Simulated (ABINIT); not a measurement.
Crystal: TaSi2.

```
Ta Si
1.0
     4.78000    0.00000    0.00000
    -2.39000    4.13960    0.00000
     0.00000    0.00000    6.56400
Ta Si
3 6
Direct
  0.00000 0.50000 0.16667
  0.50000 0.50000 0.83333
  0.50000 0.00000 0.50000
  0.33330 0.16665 0.16667
  0.16665 0.83335 0.83333
  0.83335 0.66670 0.50000
  0.66670 0.83335 0.16667
  0.83335 0.16665 0.83333
  0.16665 0.33330 0.50000
```

Base run:

| Item | Value |
| --- | --- |
| Program | ABINIT 10.8.3 (patched build) |
| Functional | PBEsol |
| Potentials or basis | PseudoDojo NC SR PBEsol v0.4.1 standard |
| Cutoff | 789 eV |
| k mesh | 7 × 7 × 4 |
| Occupations | fermi-dirac, width 0.05 eV |
| Spin | no spin polarisation |

Its results: band gap on the k mesh none (metal or under the smearing width); pressure -1.3 GPa; largest force 0.746 eV/Å.

Task: The run is repeated on the same cell with these changes: functional from PBEsol to PBE; potentials or basis from PseudoDojo NC SR PBEsol v0.4.1 standard to JTH PAW PBE v2.0; cutoff from 789 eV to 517 eV. What comes out?

Result: Band gap on the k mesh none (metal or under the smearing width); pressure 3.4 GPa; largest force 0.785 eV/Å.

Caveats: the cell's inner coordinates are idealised or old, which leaves forces on the atoms.

Not every run made on this cell is shown here.
